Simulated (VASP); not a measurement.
Here is a VASP 6.6.1 calculation.

The input INCAR:

```
SYSTEM = Au
PREC     = Accurate       ! precision mode
ENCUT    = 600            ! plane-wave cutoff, eV
EDIFF    = 1E-7           ! SCF threshold, eV
ISMEAR   = 0              ! smearing method
SIGMA    = 0.1            ! smearing width, eV
LREAL    = .FALSE.        ! projectors in reciprocal space
LASPH    = .TRUE.         ! aspherical terms in the spheres
NELM     = 100            ! most SCF steps
ALGO     = Fast           ! electronic algorithm
ISIF     = 3              ! what is computed and relaxed
LWAVE    = .FALSE.        ! write WAVECAR
LCHARG   = .FALSE.        ! write CHGCAR
GGA      = CA             ! functional
IBRION   = 2              ! ionic algorithm
NSW      = 90             ! ionic steps
EDIFFG   = -0.005         ! ionic threshold
```

KPOINTS

```
regular mesh
0
G
  18 18 18
  0 0 0
```

POSCAR

```
Au
1.0
    0.0000000000      2.0585000000      2.0585000000
    2.0585000000      0.0000000000      2.0585000000
    2.0585000000      2.0585000000      0.0000000000
Au
1
Direct
    0.0000000000      0.0000000000      0.0000000000
```

Potentials or basis: VASP PAW LDA potentials, release 64 (Au).

Launch:

```bash
$ cat potpaw_LDA.64/Au/POTCAR > POTCAR
$ mpirun -np 1 vasp_std > vasp.out
```

(1) What does it give for the relaxed volume?

(2) Predict the band gap on the k mesh.

## Answers

(1) 16.64 Å³/atom.

(2) none (metal or under the smearing width).
